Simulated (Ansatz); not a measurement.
A strain series on BaS (zincblende): epitaxial in the xy plane

BaS in the zincblende structure, relaxed with r2SCAN in the PAW code Ansatz, then strained (epitaxial in the xy plane; changes of length per length, axes as in the cell below) with the atoms relaxed again within the symmetry that is left. The symmetry is F-43m (No. 216, cubic); a = 7.039 Å in the conventional setting, 43.59 Å³ an atom. Ba has 4 S at 3.05 Å; S has 4 Ba at 3.05 Å. Values at 0 K without nuclear motion; spin polarisation is off, and the phase may be a hypothetical one.

```
CELL_PARAMETERS angstrom
0.00000 3.51941 3.51941
3.51941 0.00000 3.51941
3.51941 3.51941 0.00000
ATOMIC_POSITIONS crystal
Ba 0.00000 0.00000 0.00000
S 0.25000 0.25000 0.25000
```

Gaps are the least over each mesh (PBE 6×6×6, r2SCAN 6×6×6, HSE06 4×4×4 when unstrained) and the special points, which keep their unstrained names; stress is the change from the unstrained cell, compression positive.

```tsv
strain (%)	free normal strain (%)	gap, PBE (eV)	gap, r2SCAN (eV)	gap, HSE06 (eV)	edges, HSE06	in-plane stress, r2SCAN (GPa)	energy rise, r2SCAN (meV/atom)
-4.95	+7.67	–	–	3.589	X → Γ	–	–
-3.0	+4.92	2.719	3.046	3.616	(0.339, -1/2, -0.161) → Γ	+0.38	2.6
-1.05	+1.82	2.737	3.060	3.633	(0.276, -1/2, -0.224) → Γ	+0.10	0.2
-0.47	+0.81	2.743	3.065	3.638	(0.260, -1/2, -0.240) → Γ	+0.05	0.0
0.0	0.00	2.747	3.068	3.641	W → Γ	0.00	0.0
+1.22	-2.39	–	–	3.611	W → Γ	–	–
+1.65	-3.28	–	–	3.602	W → Γ	–	–
+4.82	-11.27	2.687	3.038	3.583	Γ–X (0.91) → Γ	+0.33	-0.8
```

**Question.** Estimate the row for a strain of -2.28 %.

**Answer.**
```tsv
strain (%)	free normal strain (%)	gap, PBE (eV)	gap, r2SCAN (eV)	gap, HSE06 (eV)	edges, HSE06	in-plane stress, r2SCAN (GPa)	energy rise, r2SCAN (meV/atom)
-2.28	+3.82	2.726	3.051	3.622	(0.312, -1/2, -0.188) → Γ	+0.26	1.4
```

Between zero and the nearest strains the slope of the HSE06 gap against strain is +0.008 eV per percent for negative and -0.025 for positive strain; it falls either way, as happens when edge states split or other valleys take over.

Spin-orbit coupling is left out.

Where an edge lies off the special points, it is a point of the mesh or the k point where a search put PBE's edge or least direct gap, reused for the other functionals, whose own edges may lie a little apart.

Coordinates of k points refer to the reciprocal vectors of the primitive cell of the runs.

The meshes of the hybrids are coarse, so their gaps aren't converged to the digits shown.
